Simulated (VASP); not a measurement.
Set up this calculation in VASP 6.6.1, as the native input.

| Property | Result |
| --- | --- |
| Task | single point |
| Functional | PBE |
| Potentials or basis | VASP PAW PBE potentials, release 64 (B, N) |
| Cutoff | 520 eV |
| k mesh | 9 × 9 × 4 |
| Occupations | gaussian, width 0.01 eV |
| Spin | no spin polarisation |
| Dipole correction | no |
| Further INCAR settings | ALGO = Normal; EDIFF = 1e-07; NBANDS = 16 |

The structure of BN lies in POSCAR:

```
BN
1.0
    2.5439493169      0.0000000000      0.0000000000
   -1.2719746584      2.2031247344      0.0000000000
    0.0000000000      0.0000000000      4.2078167860
B N
2 2
Direct
    0.6666666667      0.3333333333      0.0002035744
    0.3333333333      0.6666666667      0.5002035744
    0.6666666667      0.3333333333      0.3747964256
    0.3333333333      0.6666666667      0.8747964256
```

Measurements of this composition are mostly on another form, of space group No. 194.

The input as run:

INCAR

```
SYSTEM = BN
  PREC = Accurate
  ENCUT = 520
  EDIFF = 1E-7
  ISMEAR = 0
  SIGMA = 0.01
  LREAL = .FALSE.
  LASPH = .TRUE.
  NELM = 100
  ALGO = Normal
  ISIF = 2
  LWAVE = .FALSE.
  LCHARG = .FALSE.
  GGA = PE
  NBANDS = 16
```

KPOINTS

```
Automatic mesh
0
G
  9 9 4
  0 0 0
```

Potentials or basis: VASP PAW PBE potentials, release 64 (B, N).

Run with:

```sh
$ cat potpaw_PBE.64/B/POTCAR potpaw_PBE.64/N/POTCAR > POTCAR
$ mpirun -np 1 vasp_std > vasp.out
```

Results of the run:

- Pressure: 4.9 GPa
- Largest force: 0.008 eV/Å
- Band gap on the k mesh: 5.19 eV, indirect (least direct gap 8.29 eV)

Caveat: an odd mesh through Γ misses points on the zone boundary, where band edges often lie; the cell's inner coordinates are idealised or old, which leaves forces on the atoms.

Wall time 8.8 s on 1 thread of Intel(R) Xeon(R) Platinum 8559C (Emerald Rapids) (shared host), peak memory 0.13 GiB.
